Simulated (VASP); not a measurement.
# BN (P6_3/mmc) in VASP: G0W0 quasiparticle levels with PBE

Aim: the G0W0 quasiparticle levels of BN with PBE.

Everything below comes from runs of VASP 6.6.1. Logs are shortened: lines on timing, memory, paths and dates and some standing lists are left out, and cuts for length are marked.

### Step 1. Starting point

It takes space group P6_3/mmc (No. 194, hexagonal). Conventional cell: a = 2.498 Å, b = 2.498 Å, c = 6.636 Å, α = 90.00°, β = 90.00°, γ = 120.00°. Around B (site symmetry -6m2) lie 3 N at 1.44 Å. Around N (site symmetry -6m2) lie 3 B at 1.44 Å.

### Step 2. G0W0 quasiparticle levels, PBE

File POSCAR:

```
BN
1.0
    2.4982400000      0.0000000000      0.0000000000
   -1.2491200000      2.1635393000      0.0000000000
    0.0000000000      0.0000000000      6.6357000000
B N
2 2
Direct
    0.3333333300      0.6666666700      0.2500000000
    0.6666666700      0.3333333300      0.7500000000
    0.3333333300      0.6666666700      0.7500000000
    0.6666666700      0.3333333300      0.2500000000
```

File INCAR.step1:

```
  ALGO = Fast
  EDIFF = 1E-8
  ENCUT = 420
  GGA = PE
  ISMEAR = 0
  LASPH = True
  LCHARG = False
  LREAL = False
  LWAVE = True
  NELM = 60
  PREC = Accurate
  SIGMA = 0.01
```

File INCAR.step2:

```
  ALGO = Exact
  EDIFF = 1E-8
  ENCUT = 420
  GGA = PE
  ISMEAR = 0
  ISTART = 1
  LASPH = True
  LCHARG = False
  LOPTICS = True
  LREAL = False
  LWAVE = True
  NBANDS = 288
  NELM = 1
  PREC = Accurate
  SIGMA = 0.01
```

File INCAR.step3:

```
  ALGO = EVGW0
  EDIFF = 1E-8
  ENCUT = 420
  ENCUTGW = 200
  GGA = PE
  ISMEAR = 0
  ISTART = 1
  LASPH = True
  LCHARG = False
  LREAL = False
  LWAVE = False
  NBANDS = 288
  NBANDSGW = 16
  NELMGW = 1
  NOMEGA = 60
  PREC = Accurate
  PRECFOCK = Fast
  SIGMA = 0.01
```

File KPOINTS:

```
k-points
0
Gamma
  6 6 2
```

Potentials or basis: VASP PAW PBE potentials, release 64 (B_GW, N_GW).

The run is started by

```bash
> cat potpaw_PBE.64/B_GW/POTCAR potpaw_PBE.64/N_GW/POTCAR > POTCAR
> cp INCAR.step1 INCAR
> mpirun -np 1 vasp_std > vasp.out
> cp INCAR.step2 INCAR
> mpirun -np 1 vasp_std > vasp.out
> cp INCAR.step3 INCAR
> mpirun -np 1 vasp_std > vasp.out
```

OUTCAR:

```text
EDIFF = 1E-8
   ENCUT = 420
   ENCUTGW = 200
   GGA = PE
   ISMEAR = 0
   ISTART = 1
   LASPH = True
   LREAL = False
   NELMGW = 1
   PREC = Accurate
   PRECFOCK = Fast

 ion  position               nearest neighbor table
   1  0.333  0.667  0.250-   4 1.44   4 1.44   4 1.44
   2  0.667  0.333  0.750-   3 1.44   3 1.44   3 1.44
   3  0.333  0.667  0.750-   2 1.44   2 1.44   2 1.44
   4  0.667  0.333  0.250-   1 1.44   1 1.44   1 1.44

  LATTYP: Found a hexagonal cell.
 ALAT       =     2.4982400000
 C/A-ratio  =     2.6561499296

  Lattice vectors:

 A1 = (   2.4982400000,   0.0000000000,   0.0000000000)
 A2 = (  -1.2491200000,   2.1635393000,   0.0000000000)
 A3 = (   0.0000000000,   0.0000000000,   6.6357000000)

Analysis of symmetry for initial positions (statically):
=====================================================================
 Subroutine PRICEL returns:
 Original cell was already a primitive cell.

 Routine SETGRP: Setting up the symmetry group for a
 hexagonal supercell.

 Subroutine GETGRP returns: Found 24 space group operations
 (whereof 12 operations were pure point group operations)
 out of a pool of 24 trial point group operations.

The static configuration has the point symmetry D_3d.
 The point group associated with its full space group is D_6h.

Analysis of symmetry for dynamics (positions and initial velocities):
=====================================================================
 Subroutine PRICEL returns:
 Original cell was already a primitive cell.

 Routine SETGRP: Setting up the symmetry group for a
 hexagonal supercell.

 Subroutine GETGRP returns: Found 24 space group operations
 (whereof 12 operations were pure point group operations)
 out of a pool of 24 trial point group operations.

The dynamic configuration has the point symmetry D_3d.
 The point group associated with its full space group is D_6h.

 Subroutine INISYM returns: Found 24 space group operations
 (whereof 12 operations are pure point group operations),
 and found     1 'primitive' translations

----------------------------------------------------------------------------------------

                                     Primitive cell

  volume of cell :      35.8662

  direct lattice vectors                    reciprocal lattice vectors
     2.498240000  0.000000000  0.000000000     0.400281798  0.231102805  0.000000000
    -1.249120000  2.163539300  0.000000000     0.000000000  0.462205609  0.000000000
     0.000000000  0.000000000  6.635700000     0.000000000  0.000000000  0.150700002

  length of vectors
     2.498240000  2.498239996  6.635700000     0.462205608  0.462205609  0.150700002

  position of ions in fractional coordinates (direct lattice)
     0.333333330  0.666666670  0.250000000
     0.666666670  0.333333330  0.750000000
     0.333333330  0.666666670  0.750000000
     0.666666670  0.333333330  0.250000000

  ion indices of the primitive-cell ions
   primitive index   ion index
                 1           1
                 2           2
                 3           3
                 4           4

----------------------------------------------------------------------------------------

 KPOINTS: k-points

Automatic generation of k-mesh.
 Grid dimensions read from file:
 generate k-points for:    6    6    2

 Generating k-lattice:

  Cartesian coordinates                     Fractional coordinates (reciprocal lattice)
     0.066713633  0.038517134  0.000000000     0.166666667 -0.000000000  0.000000000
     0.000000000  0.077034268  0.000000000     0.000000000  0.166666667  0.000000000
     0.000000000  0.000000000  0.075350001     0.000000000  0.000000000  0.500000000

  Length of vectors
     0.077034268  0.077034268  0.075350001

  Shift w.r.t. Gamma in fractional coordinates (k-lattice)
     0.000000000  0.000000000  0.000000000

 Subroutine IBZKPT returns following result:
 ===========================================

 Found     14 irreducible k-points:

 Following reciprocal coordinates:
            Coordinates               Weight
  0.000000  0.000000  0.000000      1.000000
  0.166667 -0.000000  0.000000      6.000000
  0.333333  0.000000  0.000000      6.000000
  0.500000 -0.000000  0.000000      3.000000
  0.166667  0.166667  0.000000      6.000000
  0.333333  0.166667  0.000000     12.000000
  0.333333  0.333333  0.000000      2.000000
  0.000000  0.000000  0.500000      1.000000
  0.166667 -0.000000  0.500000      6.000000
  0.333333  0.000000  0.500000      6.000000
  0.500000 -0.000000  0.500000      3.000000
  0.166667  0.166667  0.500000      6.000000
  0.333333  0.166667  0.500000     12.000000
  0.333333  0.333333  0.500000      2.000000
   k-points           NKPTS =     14   k-points in BZ     NKDIM =     72   number of bands    NBANDS=    288
   number of dos      NEDOS =    301   number of ions     NIONS =      4
   total plane-waves  NPLWV =  15552
   dimension x,y,z NGX =    18 NGY =   18 NGZ =   48
   dimension x,y,z NGXF=    36 NGYF=   36 NGZF=   96
   ions per type =               2   2
   NGX,Y,Z   is equivalent  to a cutoff of  11.98, 11.98, 12.03 a.u.
   NGXF,Y,Z  is equivalent  to a cutoff of  23.96, 23.96, 24.05 a.u.
 SYSTEM =  unknown system
   PREC   = accura    normal or accurate (medium, high low for compatibility)
   ISTART =      1    job   : 0-new  1-cont  2-samecut
   ICHARG =      0    charge: 1-file 2-atom 10-const
   ISPIN  =      1    spin polarized calculation?
   LNONCOLLINEAR =      F non collinear calculations
   LSORBIT =      F    spin-orbit coupling
   LASPH  =      T    aspherical Exc in radial PAW
   ENCUT  =  420.0 eV  30.87 Ry    5.56 a.u.   4.17  4.17 11.09*2*pi/ulx,y,z
   NELM   =     60;   NELMIN=  2; NELMDL=  0     # of ELM steps
   EDIFF  = 0.1E-07   stopping-criterion for ELM
   LREAL  =      F    real-space projection
   EDIFFG = 0.1E-06   stopping-criterion for IOM
   NSW    =      0    number of steps for IOM
   IBRION =     -1    ionic relax: 0-MD 1-quasi-New 2-CG
   NFREE  =      0    steps in history (QN), initial steepest desc. (CG)
   ISIF   =      0    stress and relaxation
   ISYM   =      3    0-nonsym 1-usesym 2-fastsym
   POTIM  = 0.5000    time-step for ionic-motion
   TEBEG  =    0.0;   TEEND  =   0.0 temperature during run
   PSTRESS=    0.0 pullay stress
   NELECT =      16.0000    total number of electrons
   NUPDOWN=      -1.0000    fix difference up-down
   EMIN   =  10.00;   EMAX   =-10.00  energy-range for DOS
   EFERMI =   0.00;   METHOD = LEGACY
   ISMEAR =     0;   SIGMA  =   0.01  broadening in eV -4-tet -1-fermi 0-gaus
   EFERMI_NEDOS =   21; number of points for ismear=-14 and -15
   IALGO  =     38    algorithm
   IMIX   =      4    mixing-type and parameters
     AMIX     =   0.40;   BMIX     =  1.00
     AMIX_MAG =   1.60;   BMIX_MAG =  1.00
  volume/ion in A,a.u.               =       8.97        60.51
  Fermi-wavevector in a.u.,A,eV,Ry     =   1.250891  2.363842 21.289433  1.564729
  Thomas-Fermi vector in A             =   2.384864
   LORBIT       =      0    0 simple, 1 ext, 2 COOP (PROOUT), +10 PAW based schemes
   GGA     = PE    functional components
   LHFCALC =     T    Hartree Fock is set to
   PRECFOCK=fast      Normal, Fast or Accurate (Low or Medium for compatibility)
   ENCUT4O =  -1.0   cutoff for four orbital integrals eV
   NKREDX  =     1    reduce k-point grid by
   NKREDY  =     1    reduce k-point grid by
   NKREDZ  =     1    reduce k-point grid by
   AEXX    =    1.0000 exact exchange contribution
   HFSCREEN=    0.0000 screening length (either q_TF or 0.3 A-1)
   HFSCREENC=   0.0000 screening length for correlation (either q_TF or 0.3 A-1)
   ENCUTFOCK=  -1.0 apply spherical cutoff to Coloumb kernel
   IVDW    =     0    specifies the selected vdW correction
   LEPSILON=     F    determine dielectric tensor
   LRPA    =     F    only Hartree local field effects (RPA)
   LRPAFORCE           =     F    calculate RPA forces
   ENCUTGW             = 200.0    cutoff for response function in eV
   ENCUTGWSOFT         = 160.0    soft cutoff for Coulomb kernel in GW response function in eV
   ENCUTLF             =  -1.0    cutoff for local field effects
   NELMGW              =     1    number of iterations in solving QP/BSE equation
   NELMHF              =     1    number of iterations in the inner HF iteration
   NKREDLFX            =     1    NKREDLFY  =   1   NKREDLFZ  =   1
 non-spin polarized calculation
 Gauss-broadening in eV      SIGMA  =   0.01
  energy-cutoff  :      420.00
  volume of cell :       35.87
 maximum number of plane-waves:       724
 NGX is ok and might be reduce to    18
  NGX = 10; NGY = 10; NGZ = 28
   NGX =  9   NGY =  9   NGZ = 23
 maximum number of plane-waves:       238

 QP shifts <psi_nk| G(iteration)W_0 |psi_nk>: iteration 1
 for sc-GW calculations column KS-energies equals QP-energies in previous step
 and V_xc(KS)=  KS-energies - (<T + V_ion + V_H > + <T+V_H+V_ion>^1  + <V_x>^1)

 k-point   1 :       0.0000    0.0000    0.0000
  band No.  KS-energies  QP-energies   sigma(KS)   V_xc(KS)     V^pw_x(r,r')   Z            occupation Imag(sigma)

      1     -15.4991     -17.5162     -18.7463     -15.9609     -26.6500       0.7242       2.0000       1.2756
      2     -15.2048     -17.2204     -19.0555     -16.2946     -26.9093       0.7300       2.0000       1.2034
      3      -3.8991      -5.3163     -14.3358     -12.3589     -18.2678       0.7169       2.0000       0.3087
      4      -1.7652      -3.0772     -16.1934     -14.4171     -19.5595       0.7386       2.0000       0.1623
      5       1.0364      -0.2750     -19.8315     -18.1789     -22.6576       0.7936       2.0000       0.0861
      6       1.0364      -0.2750     -19.8315     -18.1789     -22.6576       0.7936       2.0000       0.0861
[... 8 lines left out ...]
     15      14.6911      15.6821     -13.0405     -14.3317      -7.1000       0.7675       0.0000      -0.1964
     16      15.4751      16.5892     -13.3573     -14.8954      -6.0929       0.7244       0.0000      -0.6218

 k-point   2 :       0.1667   -0.0000    0.0000
  band No.  KS-energies  QP-energies   sigma(KS)   V_xc(KS)     V^pw_x(r,r')   Z            occupation Imag(sigma)

      1     -14.9591     -16.9767     -18.8676     -16.0994     -26.6115       0.7288       2.0000       1.2337
      2     -14.6835     -16.6860     -19.1584     -16.4172     -26.8600       0.7305       2.0000       1.1682
      3      -3.1548      -4.5622     -14.4870     -12.5402     -18.1297       0.7229       2.0000       0.2455
      4      -1.1002      -2.3874     -16.3301     -14.6060     -19.4589       0.7466       2.0000       0.1413
      5      -0.9514      -2.4153     -19.2647     -17.3795     -22.5101       0.7765       2.0000       0.1055
      6      -0.9101      -2.3676     -19.2886     -17.4148     -22.5177       0.7778       2.0000       0.1050
[... 8 lines left out ...]
     15      16.3002      17.4115     -13.1856     -14.6436      -7.0710       0.7623       0.0000      -0.2673
     16      16.3059      17.8946     -12.8555     -14.8809      -7.2045       0.7844       0.0000      -0.1313

 k-point   3 :       0.3333    0.0000    0.0000
  band No.  KS-energies  QP-energies   sigma(KS)   V_xc(KS)     V^pw_x(r,r')   Z            occupation Imag(sigma)

      1     -13.5020     -15.4975     -19.2549     -16.5836     -26.6312       0.7470       2.0000       1.1199
      2     -13.2907     -15.2637     -19.4935     -16.8447     -26.8403       0.7448       2.0000       1.0750
      3      -4.5602      -6.1957     -18.3869     -16.1784     -22.5942       0.7406       2.0000       0.1895
      4      -4.4792      -6.1063     -18.4826     -16.2893     -22.6739       0.7419       2.0000       0.1859
      5      -1.2430      -2.6826     -19.1935     -17.3396     -22.5275       0.7766       2.0000       0.1056
      6      -1.1810      -2.6140     -19.2506     -17.4092     -22.5731       0.7782       2.0000       0.1051
[... 194 lines left out ...]
      1     -12.3371     -14.3460     -19.8109     -17.2167     -26.9327       0.7744       2.0000       1.0408
      2     -12.3371     -14.3460     -19.8109     -17.2167     -26.9327       0.7744       2.0000       1.0408
      3      -5.7236      -7.3731     -18.0146     -15.7529     -22.5194       0.7293       2.0000       0.2325
      4      -5.7236      -7.3731     -18.0146     -15.7529     -22.5194       0.7293       2.0000       0.2325
      5      -2.9500      -4.5101     -18.6508     -16.6011     -22.3639       0.7611       2.0000       0.1301
      6      -2.9500      -4.5101     -18.6508     -16.6011     -22.3639       0.7611       2.0000       0.1301
[... 8 lines left out ...]
     15      18.5793      19.4525     -10.0716     -11.1669      -4.4327       0.7973       0.0000      -0.3308
     16      18.5793      19.4525     -10.0716     -11.1669      -4.4327       0.7973       0.0000      -0.3308

 k-point  14 :       0.3333    0.3333    0.5000
  band No.  KS-energies  QP-energies   sigma(KS)   V_xc(KS)     V^pw_x(r,r')   Z            occupation Imag(sigma)

      1     -11.6552     -13.6870     -20.2049     -17.6584     -27.2090       0.7979       2.0000       1.0243
      2     -11.6552     -13.6870     -20.2049     -17.6584     -27.2090       0.7979       2.0000       1.0243
      3      -5.5823      -7.1055     -17.6955     -15.6127     -22.0389       0.7313       2.0000       0.2242
      4      -5.5823      -7.1055     -17.6955     -15.6127     -22.0389       0.7313       2.0000       0.2242
      5      -4.8135      -6.5757     -18.2868     -15.9075     -22.5510       0.7407       2.0000       0.1772
      6      -4.8135      -6.5757     -18.2868     -15.9075     -22.5510       0.7407       2.0000       0.1772
[... 8 lines left out ...]
     15      20.0400      21.0469     -11.5814     -12.8480      -5.8533       0.7949       0.0000      -0.3047
     16      20.0400      21.0469     -11.5814     -12.8480      -5.8533       0.7949       0.0000      -0.3047
```

Wall time 7.1 min (1 thread of Intel Xeon Platinum 8259CL at 2.50GHz (Skylake/Cascade Lake), shared host); peak memory 0.54 GiB.

What came out:

| Item | Value |
| --- | --- |
| Band gap on the k mesh, mean-field level | 4.30 eV, indirect (least direct gap 4.67 eV) |
| Quasiparticle gap | 5.94 eV |
| Least direct quasiparticle gap | 6.41 eV |

Levels at points of the mesh, in eV from the valence-band top:
```
           k point  band 6  band 7  band 8  band 9  band 10  band 11
(0.00, 0.00, 0.00)   -1.31   -1.27   -1.27    5.26    10.35    11.63
(0.50, 0.00, 0.00)   -4.09   -1.44   -0.43    4.30     5.67     9.60
(0.00, 0.00, 0.50)   -1.30   -1.30   -1.30    7.64     7.64    11.68
(0.50, 0.00, 0.50)   -4.12   -0.92   -0.92    4.76     4.76     9.99
```

Caveat: the k mesh is coarse (spacing up to 0.48 Å⁻¹), so the values aren't converged; bands, screening cutoff and mesh are small and nothing is extrapolated, so the quasiparticle values aren't converged. A k mesh can miss the band edges.
